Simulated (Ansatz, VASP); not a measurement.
# One calculation of AlN, two programs

```xyz
4
Lattice="2.9960 0.0000 0.0000 -1.4980 2.5946 0.0000 0.0000 0.0000 4.7458" Properties=species:S:1:pos:R:3 pbc="T T T"
Al    0.0000    1.7297   -0.0001
Al    1.4980    0.8649    2.3728
N     0.0000    1.7297    1.8273
N     1.4980    0.8649    4.2002
```

Alike in both runs: functional LDA; k mesh 9 × 9 × 6; occupations gaussian, width 0.05 eV; no spin polarisation.

Ansatz relaxed the structure, and its values are those at the end. VASP's run is a single point on that final structure, the one shown.

```csv
,VASP,Ansatz
version,VASP 6.6.1,Ansatz 0.2.0
potentials or method,"VASP PAW LDA potentials, release 64 (Al, N)","scalar-relativistic, plane waves, PAW"
plane-wave cutoff (eV),520,520
valence electrons in the cell,16,16
```

VASP gave:

```
gap on the k mesh at the Fermi level (eV) : 4.91
least direct gap on the mesh (eV)         : 5.28
pressure (GPa)                            : 27.0
```

**Question.** Which values does Ansatz return?

**Answer.** gap on the k mesh at the Fermi level (eV): 4.93; least direct gap on the mesh (eV): 5.27; pressure (GPa): 25.9.

Ansatz warned: «pseudo_functional_mismatch».

Caveats: so large a pressure means that the cell lies far from this level's equilibrium, or that cutoff or potentials fall short (VASP); an odd mesh through Γ misses points on the zone boundary, where band edges often lie. A hybrid or GW would open this gap; LDA tends to underestimate it.
